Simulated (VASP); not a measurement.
# Lu: nudged elastic band, by functional

Lu, slab, 13 atoms in the cell.

| Functional | Barrier (eV) | Barrier of the reverse step (eV) | Energy of the second end over the first (eV) | Top of the path (share of its length) | Length of the path (Å) | Time (s) |
|---|---|---|---|---|---|---|
| PBE | 0.444 | 0.444 | 0.000 | 0.50 | 4.08 | 2604 |
| LDA | 0.474 | 0.474 | 0.000 | 0.50 | 4.09 | 5194 |

Limits: the cutoff lies under the usual one of these potentials, so the numbers hold a basis-set error; the slab is thin and the surface cell small, so the value carries both errors; a single image in the middle can't show two humps with a dip between them, and says nothing of the springs.

## Input of the first row

INCAR.step1:
```
PREC     = Normal         # precision mode
ENCUT    = 250            # plane-wave cutoff, eV
EDIFF    = 1E-6           # SCF threshold, eV
ISMEAR   = 1              # smearing method
SIGMA    = 0.1            # smearing width, eV
LREAL    = False          # projectors in reciprocal space
LASPH    = True           # aspherical terms in the spheres
NELM     = 100            # most SCF steps
ALGO     = Normal         # electronic algorithm
LWAVE    = False          # write WAVECAR
LCHARG   = False          # write CHGCAR
IBRION   = 2              # ionic algorithm
NSW      = 100            # ionic steps
ISIF     = 2              # what is computed and relaxed
EDIFFG   = -0.02          # ionic threshold
POTIM    = 0.5            # step
KPAR     = 2             
```

INCAR.step3, as INCAR.step1 but for:
```
- IBRION = 2
- NSW = 100
- ISIF = 2
- EDIFFG = -0.02
- POTIM = 0.5
+ IBRION = 1
+ POTIM = 0.3
+ NSW = 200
+ EDIFFG = -0.05
+ SPRING = -5
+ IMAGES = 1
```

KPOINTS:
```
k-points
0
Gamma
  2 2 1
```

00/POSCAR:
```
Lu
1.0
    7.8164284352      0.0000000000      0.0000000000
    0.0000000000      7.8164284352      0.0000000000
    0.0000000000      0.0000000000     19.0782142176
Lu
13
Selective dynamics
Direct
    0.0000000000      0.0000000000      0.3144948438  F F F
    0.5000000000      0.0000000000      0.3144948438  F F F
    0.0000000000      0.5000000000      0.3144948438  F F F
    0.5000000000      0.5000000000      0.3144948438  F F F
    0.2500000000      0.2500000000      0.4159769842  T T T
    0.7500000000      0.2500000000      0.4083116149  T T T
    0.2500000000      0.7500000000      0.4083116149  T T T
    0.7500000000      0.7500000000      0.4070174568  T T T
    0.9948702571      0.9948702571      0.5018003400  T T T
    0.5051297429      0.9948702571      0.5018003400  T T T
    0.9948702571      0.5051297429      0.5018003400  T T T
    0.5051297429      0.5051297429      0.5018003400  T T T
    0.2500000000      0.2500000000      0.5956263155  T T T
```

01/POSCAR:
```
Lu
1.0
    7.8164284352      0.0000000000      0.0000000000
    0.0000000000      7.8164284352      0.0000000000
    0.0000000000      0.0000000000     19.0782142176
Lu
13
Selective dynamics
Direct
    0.0000000000      0.0000000000      0.3144948438  F F F
    0.5000000000      0.0000000000      0.3144948438  F F F
    0.0000000000      0.5000000000      0.3144948438  F F F
    0.5000000000      0.5000000000      0.3144948438  F F F
    0.2494408043      0.2500018855      0.4117318920  T T T
    0.7504426972      0.2500019071      0.4115601092  T T T
    0.2486880021      0.7499800022      0.4072126789  T T T
    0.7512135534      0.7499799928      0.4071127402  T T T
    0.9978785371      0.9955613954      0.5020688725  T T T
    0.5005500068      0.9833449256      0.4970181560  T T T
    0.9978785865      0.5044388951      0.5020687249  T T T
    0.5005500152      0.5166533146      0.4970189948  T T T
    0.5001275062      0.2500348532      0.6073137455  T T T
```

02/POSCAR:
```
Lu
1.0
    7.8164284352      0.0000000000      0.0000000000
    0.0000000000      7.8164284352      0.0000000000
    0.0000000000      0.0000000000     19.0782142176
Lu
13
Selective dynamics
Direct
    0.0000000000      0.0000000000      0.3144948438  F F F
    0.5000000000      0.0000000000      0.3144948438  F F F
    0.0000000000      0.5000000000      0.3144948438  F F F
    0.5000000000      0.5000000000      0.3144948438  F F F
    0.2500000000      0.2500000000      0.4083097098  T T T
    0.7500000000      0.2500000000      0.4159720887  T T T
    0.2500000000      0.7500000000      0.4070167651  T T T
    0.7500000000      0.7500000000      0.4083097098  T T T
    1.0051289619      0.9948710381      0.5017989070  T T T
    0.4948710381      0.9948710381      0.5017989070  T T T
    1.0051289619      0.5051289619      0.5017989070  T T T
    0.4948710381      0.5051289619      0.5017989070  T T T
    0.7500000000      0.2500000000      0.5956190562  T T T
```

POSCAR.step1:
```
Lu
1.0
    7.8164284352      0.0000000000      0.0000000000
    0.0000000000      7.8164284352      0.0000000000
    0.0000000000      0.0000000000     19.0782142176
Lu
13
Selective dynamics
Direct
    0.0000000000      0.0000000000      0.3144948438  F F F
    0.5000000000      0.0000000000      0.3144948438  F F F
    0.0000000000      0.5000000000      0.3144948438  F F F
    0.5000000000      0.5000000000      0.3144948438  F F F
    0.2500000000      0.2500000000      0.4169209454  T T T
    0.7500000000      0.2500000000      0.4169209454  T T T
    0.2500000000      0.7500000000      0.4169209454  T T T
    0.7500000000      0.7500000000      0.4169209454  T T T
    0.0000000000      0.0000000000      0.5193470471  T T T
    0.5000000000      0.0000000000      0.5193470471  T T T
    0.0000000000      0.5000000000      0.5193470471  T T T
    0.5000000000      0.5000000000      0.5193470471  T T T
    0.2500000000      0.2500000000      0.6455442601  T T T
```

POSCAR.step2:
```
Lu
1.0
    7.8164284352      0.0000000000      0.0000000000
    0.0000000000      7.8164284352      0.0000000000
    0.0000000000      0.0000000000     19.0782142176
Lu
13
Selective dynamics
Direct
    0.0000000000      0.0000000000      0.3144948438  F F F
    0.5000000000      0.0000000000      0.3144948438  F F F
    0.0000000000      0.5000000000      0.3144948438  F F F
    0.5000000000      0.5000000000      0.3144948438  F F F
    0.2500000000      0.2500000000      0.4169209454  T T T
    0.7500000000      0.2500000000      0.4169209454  T T T
    0.2500000000      0.7500000000      0.4169209454  T T T
    0.7500000000      0.7500000000      0.4169209454  T T T
    0.0000000000      0.0000000000      0.5193470471  T T T
    0.5000000000      0.0000000000      0.5193470471  T T T
    0.0000000000      0.5000000000      0.5193470471  T T T
    0.5000000000      0.5000000000      0.5193470471  T T T
   -0.2500000000      0.2500000000      0.6455442601  T T T
```

Commands (each step's output is kept before the next begins):
```
cat potpaw_PBE.64/Lu/POTCAR > POTCAR
cp INCAR.step1 INCAR
cp POSCAR.step1 POSCAR
mpirun -np 8 vasp_std > vasp.out
cp POSCAR.step2 POSCAR
mpirun -np 8 vasp_std > vasp.out
# 00 and 02 hold the relaxed ends; the images between are interpolated (pair-distance (IDPP))
cp INCAR.step3 INCAR
mpirun -np 8 vasp_std > vasp.out
```

Changes of the last row against the first:
```
(all steps)
+ GGA = CA
```

VASP 6.6.1 took 2604 s on 8 cores (AMD EPYC 7R43 (Zen 3)), a shared host.
